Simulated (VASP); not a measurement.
# Ge (P1) in VASP: notebook, part 2 of 2

VASP 6.6.1. The steps go on from the part before.

## (3) Single point, PBEsol

INCAR reads:

```
PREC = Accurate
ENCUT = 520
EDIFF = 1E-6
ISMEAR = -1
SIGMA = 0.24
LREAL = Auto
LASPH = True
NELM = 60
ALGO = Fast
ISIF = 2
LWAVE = False
LCHARG = False
GGA = PS
NBANDS = 126
```

KPOINTS reads:

```
Automatic mesh
0
Gamma
  2 2 2
```

POSCAR reads:

```
Ge
1.0
    0.0000000000      5.7528030000      5.7528030000
    5.7528030000      0.0000000000      5.7528030000
    5.7528030000      5.7528030000      0.0000000000
Ge
16
Direct
    0.1219144824     -0.2574310297      0.3317947790
    0.2307136191      0.0589886356      0.2854695355
   -0.1591571969      0.0745549604      0.5646638691
    0.3281530760     -0.1351341251      0.9243841654
   -0.0332098979      0.3335330621      0.1088599766
   -0.0249269791      0.5824812704      0.1796341714
    0.1460679255      0.3489950899      0.4869799991
    0.0954230486      0.7756827411      0.7323299616
    0.5273776974      0.0337922227     -0.0700701901
    0.7413429592     -0.0331316751      0.1621644266
    0.4577246952     -0.0049888724      0.4847549968
    0.7310610150     -0.2010585101      0.6477451079
    0.4100609738      0.5005038413      0.1029585056
    0.5678623099      0.6624422912      0.1581837584
    0.2679389508      0.4789491314      0.6308229223
    0.6937574605      0.4675720688      0.5113072706
```

Potentials or basis: VASP PAW PBE potentials, release 64 (Ge_d).

Launch:

```console
$ cat potpaw_PBE.64/Ge_d/POTCAR > POTCAR
$ mpirun -np 1 vasp_std > vasp.out
```

OUTCAR:

```text
PREC = Accurate
   ENCUT = 520
   EDIFF = 1E-6
   ISMEAR = -1
   LREAL = Auto
   LASPH = True
   NELM = 60
   ISIF = 2
   GGA = PS

 ion  position               nearest neighbor table
   1  0.122  0.743  0.332-  15 2.66   7 2.73  13 2.74   4 2.76  12 2.91   2 2.92
   2  0.231  0.059  0.285-   5 2.60   9 2.71  11 2.74   3 2.81   1 2.92
   3  0.841  0.075  0.565-  12 2.48   8 2.56  16 2.67   9 2.78   2 2.81
   4  0.328  0.865  0.924-  13 2.46   9 2.62  14 2.74   1 2.76  12 2.86
   5  0.967  0.334  0.109-   6 2.40   2 2.60
   6  0.975  0.582  0.180-   5 2.40  16 2.61  10 2.70   7 2.81
   7  0.146  0.349  0.487-  15 2.63  11 2.73   1 2.73   6 2.81  13 2.82
   8  0.095  0.776  0.732-  15 2.43   3 2.56
   9  0.527  0.034  0.930-  14 2.59   4 2.62   2 2.71   3 2.78  10 2.87
  10  0.741  0.967  0.162-  11 2.51   6 2.70   9 2.87
  11  0.458  0.995  0.485-  10 2.51  12 2.56   7 2.73   2 2.74
  12  0.731  0.799  0.648-   3 2.48  11 2.56   4 2.86   1 2.91
  13  0.410  0.501  0.103-   4 2.46  14 2.54   1 2.74   7 2.82
  14  0.568  0.662  0.158-  13 2.54   9 2.59   4 2.74
  15  0.268  0.479  0.631-   8 2.43   7 2.63   1 2.66
  16  0.694  0.468  0.511-   6 2.61   3 2.67

  LATTYP: Found a face centered cubic cell.
 ALAT       =    11.5056060000

  Lattice vectors:

 A1 = (   0.0000000000,   5.7528030000,   5.7528030000)
 A2 = (   5.7528030000,   0.0000000000,   5.7528030000)
 A3 = (   5.7528030000,   5.7528030000,   0.0000000000)

Analysis of symmetry for initial positions (statically):
=====================================================================
 Subroutine PRICEL returns:
 Original cell was already a primitive cell.

 Routine SETGRP: Setting up the symmetry group for a
 face centered cubic supercell.

 Subroutine GETGRP returns: Found  1 space group operations
 (whereof  1 operations were pure point group operations)
[... 150 lines left out ...]
  Thomas-Fermi vector in A             =   2.497399
   LORBIT       =      0    0 simple, 1 ext, 2 COOP (PROOUT), +10 PAW based schemes
   GGA     = PS    functional components
   LHFCALC =     F    Hartree Fock is set to
   AEXX    =    0.0000 exact exchange contribution
   IVDW    =     0    specifies the selected vdW correction
   LEPSILON=     F    determine dielectric tensor
   LRPA    =     F    only Hartree local field effects (RPA)
 non-spin polarized calculation
 RMM-DIIS sequential band-by-band and
  energy-cutoff  :      520.00
  volume of cell :      380.78
 maximum number of plane-waves:     10272
 NGX is ok and might be reduce to    64
   NGX = 31   NGY = 31   NGZ = 31

 number of electron     223.9999997 magnetization

 Free energy of the ion-electron system (eV)
  ---------------------------------------------------
  ext. energy  EPLUGINS =         0.00000000
  ---------------------------------------------------
  free energy    TOTEN  =       -72.27949628 eV

  energy without entropy =      -70.86817251  energy(sigma->0) =      -71.57383439

 E-fermi :   4.1290     XC(G=0): -10.0410

 val. band max:        4.0931984606   @ k =   0.0000   0.5000   0.5000
 cond. band min:       4.1795732912   @ k =   0.5000   0.0000   0.0000
 fundamental gap:      0.0863748307
 Fermi energy:         4.1290491297

 k-point     1 :       0.0000    0.0000    0.0000
  band No.  band energies     occupation
      1     -20.4694      2.00000
      2     -20.4607      2.00000
      3     -20.4568      2.00000
      4     -20.4407      2.00000
      5     -20.4392      2.00000
      6     -20.4360      2.00000
[... 1005 lines left out ...]
    123       7.0020      0.00001
    124       7.0859      0.00001
 [bands above 124 left out]

------------------------ aborting loop because EDIFF is reached ----------------------------------------

  FORCE on cell =-STRESS in cart. coord.  units (eV):
  Direction    XX          YY          ZZ          XY          YZ          ZX
  --------------------------------------------------------------------------------------
  -------------------------------------------------------------------------------------
  Total       -2.5411039     -5.9190907     -5.9204658     -0.6811362     -0.8934382      2.6025477
  in kB      -10.6921368    -24.9056039    -24.9113898     -2.8659992     -3.7592967     10.9506722
  external PRESSURE =     -20.1697102 kB  Pullay stress =       0.0000000 kB

 VOLUME and BASIS-vectors are now :
 -----------------------------------------------------------------------------
  energy-cutoff  :      520.00
  volume of cell :      380.78
      direct lattice vectors                 reciprocal lattice vectors
     0.000000000  5.752803000  5.752803000    -0.086914153  0.086914153  0.086914153
     5.752803000  0.000000000  5.752803000     0.086914153 -0.086914153  0.086914153
     5.752803000  5.752803000  0.000000000     0.086914153  0.086914153 -0.086914153

 POSITION                                       TOTAL-FORCE (eV/Angst)
 -----------------------------------------------------------------------------------
      6.18060      2.61010      4.97320         0.767082     -0.333146      0.389286
      1.98160      2.96950      1.66660        -0.233788      0.442514     -0.425606
      3.67730      8.08560      5.26610         0.319961     -0.340378      0.519646
     10.29320      7.20560      6.86320         0.254130     -1.338221      0.416136
      2.54500      6.18800      7.48050        -0.555295     -0.480724     -0.627984
      4.38430      6.64280      8.96030         0.698938     -0.063709      1.066674
[... 8 lines left out ...]
      6.38430      5.17040      4.29670        -0.644004      0.657375     -0.127236
      5.63130      6.93250      6.68090        -0.033638     -0.237711     -0.218570
 -----------------------------------------------------------------------------------
    total drift:                               -0.000401      0.000275      0.000201

  FREE ENERGIE OF THE ION-ELECTRON SYSTEM (eV)
  ---------------------------------------------------
  free  energy   TOTEN  =       -72.2794962760 eV

  energy  without entropy=      -70.8681725140  energy(sigma->0) =      -71.57383439
```

OSZICAR:

```text
N       E                     dE             d eps       ncg     rms          rms(c)
DAV:   1     0.351245866851E+04    0.35125E+04   -0.95604E+04  2302   0.485E+03
DAV:   2     0.729878063853E+03   -0.27826E+04   -0.27090E+04  2016   0.124E+03
DAV:   3     0.436517344316E+02   -0.68623E+03   -0.66399E+03  2040   0.314E+02
DAV:   4    -0.647323049275E+02   -0.10838E+03   -0.10196E+03  2274   0.119E+02
DAV:   5    -0.727146388264E+02   -0.79823E+01   -0.77273E+01  2224   0.322E+01    0.646E+00
RMM:   6    -0.723138796305E+02    0.40076E+00   -0.31629E+00  2404   0.627E+00    0.335E+00
RMM:   7    -0.722531070002E+02    0.60773E-01   -0.12915E+00  2534   0.337E+00    0.800E-01
RMM:   8    -0.722740206809E+02   -0.20914E-01   -0.34076E-01  3067   0.191E+00    0.377E-01
RMM:   9    -0.722787139740E+02   -0.46933E-02   -0.54604E-02  3278   0.645E-01    0.243E-01
RMM:  10    -0.722793607096E+02   -0.64674E-03   -0.57932E-03  2569   0.295E-01    0.495E-02
RMM:  11    -0.722794457026E+02   -0.84993E-04   -0.20930E-03  3024   0.135E-01    0.188E-02
RMM:  12    -0.722794861578E+02   -0.40455E-04   -0.37901E-04  3229   0.488E-02    0.733E-03
RMM:  13    -0.722794927473E+02   -0.65894E-05   -0.58046E-05  2379   0.157E-02    0.274E-03
RMM:  14    -0.722794946666E+02   -0.19194E-05   -0.20453E-05  1751   0.746E-03    0.106E-03
RMM:  15    -0.722794956853E+02   -0.10187E-05   -0.11295E-05  1407   0.479E-03    0.392E-04
RMM:  16    -0.722794962760E+02   -0.59071E-06   -0.61796E-06  1428   0.395E-03
   1 F= -.72279496E+02 E0= -.71573834E+02  d E =-.141132E+01
```

Run time: 12 min. Hardware: 1 thread of AMD EPYC 9R14 (Zen 4), shared host; peak memory 0.66 GiB.

Results:

* Free energy: -72.2795 eV
* Pressure: -2.0 GPa
* Largest force: 1.450 eV/Å
* Band gap on the k mesh: none (metal or under the smearing width)

Forces in eV/Å, atoms in the order of the input:
```
Ge   0.767 -0.333  0.389
Ge  -0.234  0.443 -0.426
Ge   0.320 -0.340  0.520
Ge   0.254 -1.338  0.416
Ge  -0.555 -0.481 -0.628
Ge   0.699 -0.064  1.067
Ge  -0.385  0.041  0.045
Ge   0.957  0.283  0.364
Ge   0.161  0.046  0.267
Ge  -0.680  0.066  0.127
Ge   0.391 -0.597 -0.646
Ge  -0.333  0.367 -0.095
Ge  -0.847  0.309 -1.136
Ge   0.162  1.178  0.082
Ge  -0.644  0.657 -0.127
Ge  -0.034 -0.238 -0.219
```

Caveat: the k mesh is coarse (spacing up to 0.47 Å⁻¹), so the values aren't converged; the PAW data sets were made with another functional, which shifts forces and pressure a little.

## (4) Single point, PBEsol

INCAR reads:

```
SYSTEM = Ge
ALGO     = Fast           ! electronic algorithm
EDIFF    = 1E-6           ! SCF threshold, eV
ENCUT    = 520            ! plane-wave cutoff, eV
GGA      = PS             ! functional
ISIF     = 2              ! what is computed and relaxed
ISMEAR   = -1             ! smearing method
LASPH    = .TRUE.         ! aspherical terms in the spheres
LCHARG   = .FALSE.        ! write CHGCAR
LREAL    = Auto         
LWAVE    = .FALSE.        ! write WAVECAR
NBANDS   = 126            ! bands
NELM     = 60             ! most SCF steps
PREC     = Accurate       ! precision mode
SIGMA    = 0.24           ! smearing width, eV
```

KPOINTS reads:

```
k-points
0
G
  2 2 2
  0 0 0
```

POSCAR reads:

```
Ge
1.0
    0.0000000000      5.7528030000      5.7528030000
    5.7528030000      0.0000000000      5.7528030000
    5.7528030000      5.7528030000      0.0000000000
Ge
16
Direct
    0.1246696610     -0.2379709509      0.3101966120
    0.2019015774      0.0682797586      0.3591640458
   -0.1748625844      0.1258777678      0.5326186209
    0.2911276468     -0.0977784221      0.9349007779
    0.0078309652      0.3365924402      0.0529567934
   -0.0412407656      0.6128751497      0.1484232990
    0.2265678140      0.3289700690      0.4477121848
    0.0327492528      0.7715021703      0.7553882864
    0.5087346116      0.0606052389     -0.0949537121
    0.7976459475     -0.0442740695      0.1329438884
    0.4763851639     -0.0063881902      0.4179788531
    0.7209007505     -0.1542030902      0.5945971034
    0.4242801292      0.4999475908      0.0943540045
    0.6441903190      0.6582877947      0.1377763153
    0.3083105749      0.4629482358      0.6012112704
    0.7000761194      0.4411240920      0.5024159527
```

Launch:

```console
$ cat potpaw_PBE.64/Ge_d/POTCAR > POTCAR
$ mpirun -np 1 vasp_std > vasp.out
```

Run time: 11 min. Hardware: 1 thread of AMD EPYC 9R14 (Zen 4), shared host; peak memory 0.64 GiB.

It converged, with:

| Quantity | Value |
| --- | --- |
| Free energy | -70.7797 eV |
| Pressure | 0.3 GPa |
| Largest force | 4.062 eV/Å |
| Band gap on the k mesh | none (metal or under the smearing width) |

Forces in eV/Å, atoms in the order of the input:
```
Ge   0.595  0.187 -0.032
Ge  -0.726 -2.404 -1.481
Ge  -2.905  1.190 -2.143
Ge  -0.521 -0.445 -0.191
Ge  -0.468  0.275 -0.119
Ge  -0.489  1.875  0.463
Ge   0.328 -0.448 -0.168
Ge  -0.115 -0.110  0.013
Ge   0.153  0.308  0.128
Ge   0.185 -0.474  1.091
Ge  -0.102  2.032  0.793
Ge   0.224  0.942  0.056
Ge   0.026 -0.178  0.621
Ge  -0.067 -1.544 -1.134
Ge   0.709  0.508  0.232
Ge   3.171 -1.714  1.873
```

Stress tensor (GPa, compression positive):
```
 0.73 -1.05  1.62
-1.05  0.27  0.25
 1.62  0.25 -0.24
```

Levels at points of the mesh, in eV from the Fermi level:
```
           k point  band 110  band 111  band 112  band 113  band 114  band 115
(0.00, 0.00, 0.00)     -0.55     -0.33      0.03      0.20      0.37      0.55
(0.50, 0.00, 0.00)     -0.72     -0.48     -0.23     -0.12      0.38      0.78
(0.00, 0.50, 0.00)     -0.89     -0.49      0.06      0.15      0.54      0.70
(0.00, 0.00, 0.50)     -0.72     -0.58     -0.21      0.03      0.51      0.83
(0.50, 0.50, 0.50)     -0.76     -0.62     -0.34      0.01      0.49      0.71
(0.50, 0.50, 0.00)     -0.70     -0.25     -0.05      0.21      0.48      0.68
(0.00, 0.50, 0.50)     -0.78     -0.56     -0.14      0.15      0.56      0.69
(0.50, 0.00, 0.50)     -0.55     -0.20     -0.11      0.04      0.17      0.86
```

Caveat: the k mesh is coarse (spacing up to 0.47 Å⁻¹), so the values aren't converged; the PAW data sets were made with another functional, which shifts forces and pressure a little.
